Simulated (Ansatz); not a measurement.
CdTe:

```
CELL_PARAMETERS angstrom
0.00000 3.20500 3.20500
3.20500 0.00000 3.20500
3.20500 3.20500 0.00000
ATOMIC_POSITIONS crystal
Te 0.75000 0.75000 0.75000
Cd 0.00000 0.00000 0.00000
```

Base run:

* Program: Ansatz 0.2.0
* Functional: PBE
* Potentials or basis: all-electron LAPW, scalar-relativistic
* Cutoff: 260 eV
* Density cutoff: 1039 eV
* Basis error allowed: 0.001 eV/atom
* k mesh: 7 × 7 × 7
* Occupations: fermi-dirac, width 0.05 eV
* Spin: no spin polarisation

Its results: band gap on the k mesh 0.87 eV, direct; pressure 4.3 GPa.

Question: The run is repeated on the same cell with these changes: functional from PBE to LDA. What comes out?

Answer: Band gap on the k mesh 0.61 eV, direct; pressure 0.0 GPa.

LDA binds more tightly than PBE, so the same cell stands under less pressure.

Caveats: spin-orbit coupling is left out, which moves the levels of the heavy elements.

Not every run made on this cell is shown here.
